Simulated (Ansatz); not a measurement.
**GaSb: clamped-ion strain scan**

All numbers below come from Ansatz 0.2.0, DFT PBEsol, scalar-relativistic, plane waves, PAW. Settings: plane waves to 420 eV, k-mesh 14×14×14 (Γ-centred), Gaussian smearing 0.15 eV. Spin–orbit coupling is left out, which matters for the heavy elements here. No spin polarisation. Energies are free energies at this smearing, counted from the undisturbed cell; pressure is positive in compression.

The undisturbed cell (as given, not relaxed at this level; it stands at -0.2 GPa):

```xyz
2
Lattice="0.0000 3.0590 3.0590 3.0590 0.0000 3.0590 3.0590 3.0590 0.0000" Properties=species:S:1:pos:R:3 pbc="T T T"
Ga    0.0000    0.0000    0.0000
Sb    4.5885    4.5885    4.5885
```

The cell is strained by ε times the Voigt pattern (0, 1, 0, 0, 0, 0) (xx, yy, zz, yz, xz, xy; engineering shear) with fractional coordinates fixed.

| ε | ΔE (meV/atom) | stress summed along the pattern (GPa, tension positive) | pressure (GPa) | gap on the mesh (eV) |
| --- | --- | --- | --- | --- |
| -0.0400 | 10.6 | -3.20 | 2.1 | 0.11 |
| -0.0300 | 5.7 | -2.33 | 1.5 | 0.07 |
| -0.0200 | 2.3 | -1.48 | 0.9 | 0.00 |
| -0.0100 | 0.4 | -0.64 | 0.4 | 0.00 |
| 0.0000 | 0.0 | 0.17 | -0.2 | 0.00 |
| 0.0100 | 1.0 | 0.96 | -0.7 | 0.00 |
| 0.0200 | 3.4 | 1.73 | ? | 0.00 |
| 0.0300 | ? | ? | -1.6 | 0.00 |
| 0.0350 | 9.5 | 2.84 | -1.8 | 0.00 |
| 0.0400 | 12.2 | ? | ? | 0.00 |

**Question.** Give the withheld values.

**Answer.** pressure (GPa) at ε = 0.0200: -1.1; ΔE (meV/atom) at ε = 0.0300: 7.2; stress summed along the pattern (GPa, tension positive) at ε = 0.0300: 2.47; stress summed along the pattern (GPa, tension positive) at ε = 0.0400: 3.19; pressure (GPa) at ε = 0.0400: -2.0.